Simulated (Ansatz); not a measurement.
**AlN under strain**

Theory: DFT PBE, scalar-relativistic, plane waves, PAW in Ansatz. (420 eV cutoff, 12×12×6 k-mesh, Gaussian smearing of 0.02 eV, no spin polarisation)

Reference structure (relaxed):

```
CELL_PARAMETERS angstrom
3.13021 0.00000 0.00000
-1.56510 2.71084 0.00000
0.00000 0.00000 5.01804
ATOMIC_POSITIONS crystal
Al 0.66667 0.33333 0.49923
Al 0.33333 0.66667 0.99923
N 0.66667 0.33333 0.88077
N 0.33333 0.66667 0.38077
```

Deformation: all cell vectors scaled alike, the atoms relaxed, all within the symmetry that the strain leaves. Energies are extrapolated to zero smearing. Gaps are Kohn–Sham gaps over the whole zone.

```csv
strain (%),ΔE (meV/atom),a (Å),b (Å),c (Å),gap (eV)
-4.5,133.8,2.989,2.989,4.792,5.10
-3.0,56.9,3.036,3.036,4.867,4.84
-1.5,13.6,3.083,3.083,4.943,4.43
+0.0,0.0,3.130,3.130,5.018,4.03
+1.5,12.4,3.177,3.177,5.093,3.66
+3.0,47.7,3.224,3.224,5.169,3.30
+4.5,102.8,3.271,3.271,5.244,2.95
```

Problem. What stiffness (1/V) d²E/dε² at zero strain does a cubic fit over all points give?

Solution. A cubic fit gives (1/V) d²E/dε² = 1760 GPa at zero strain (nine times the bulk modulus at fixed shape).

Problem. How fast does the gap move with strain on either side?

Solution. -263 meV per percent on the compressed side and -252 meV per percent on the stretched side; it is direct at -1.5 %, direct at zero and direct at +1.5 %.